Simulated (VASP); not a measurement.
BP:

```
CELL_PARAMETERS angstrom
0.00000 2.26900 2.26900
2.26900 0.00000 2.26900
2.26900 2.26900 0.00000
ATOMIC_POSITIONS crystal
B 0.00000 0.00000 0.00000
P 0.25000 0.25000 0.25000
```

| Item | Value |
| --- | --- |
| Program | VASP 6.6.1 |
| Task | relaxation of cell and atoms |
| Functional | RPBE |
| Potentials or basis | VASP PAW PBE potentials, release 64 (B, P) |
| Cutoff | 600 eV |
| k mesh | 10 × 10 × 10 |
| Occupations | gaussian, width 0.03 eV |
| Spin | no spin polarisation |

At the start: pressure 3.5 GPa; volume 11.68 Å³/atom.

Problem. How do energy, volume and symmetry change on relaxing?

Solution. Over 3 steps the energy falls by 2.7 meV/atom and the volume is 11.94 Å³/atom (+2.2 %); space group F-43m (No. 216, to 0.05 Å).

The path:
| step | energy change (eV) | largest force (eV/Å) | pressure (GPa) | volume (Å³) |
| --- | --- | --- | --- | --- |
| 1 | 0.0000 | 0.0000 | 3.50 | 23.36 |
| 2 | -0.0028 | 0.0000 | -2.29 | 24.24 |
| 3 | -0.0055 | 0.0000 | 0.01 | 23.87 |

Final structure:
```yaml
crystal:
  lattice:
    - [0.00000, 2.28535, 2.28535]
    - [2.28535, 0.00000, 2.28535]
    - [2.28535, 2.28535, 0.00000]
  atoms:
    - { symbol: B, position: [0.00000, 0.00000, 0.00000] }
    - { symbol: P, position: [0.25000, 0.25000, 0.25000] }
```

Caveat: the PAW data sets were made with another functional, which shifts forces and pressure a little.
